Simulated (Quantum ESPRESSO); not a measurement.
## Na under changes of volume

One of the cells (39.256 Å³/atom); the others are scaled copies at fixed shape and fractional positions:

```xyz
1
Lattice="-2.1410 2.1410 2.1410 2.1410 -2.1410 2.1410 2.1410 2.1410 -2.1410" Properties=species:S:1:pos:R:3 pbc="T T T"
Na    0.0000    0.0000    0.0000
```

* Program: Quantum ESPRESSO 7.5
* Functional: PBEsol
* Potentials or basis: GBRV 1.5 PBEsol
* Cutoff: 612 eV
* Density cutoff: 4898 eV
* k mesh: 9 × 9 × 9
* Occupations: fermi-dirac, width 0.05 eV
* Spin: no spin polarisation

```tsv
volume (Å³/atom)	energy over the lowest point (meV/atom)	pressure (GPa)
36.901	0.00	-0.2
37.686	1.01	-0.3
38.471	2.73	-0.5
39.256	?	?
40.041	8.00	-0.7
40.827	11.44	-0.8
41.612	15.34	-0.9
```

Question: What does the run at 39.256 Å³/atom give?

Answer: Energy over the lowest point 5.08 meV/atom; pressure -0.6 GPa.

Worked out: A Birch-Murnaghan fit of order 3 (a polynomial in V^(-2/3)) to the other rows has its minimum at 36.29 Å³/atom, just outside them, with B0 = V·E''(V) = 8.0 GPa and B' = 3.9. It gives 5.08 meV/atom at 39.256 Å³/atom, against the run's 5.08, and -dE/dV = -0.5 GPa, against -0.6.

Energies are extrapolated to zero smearing.
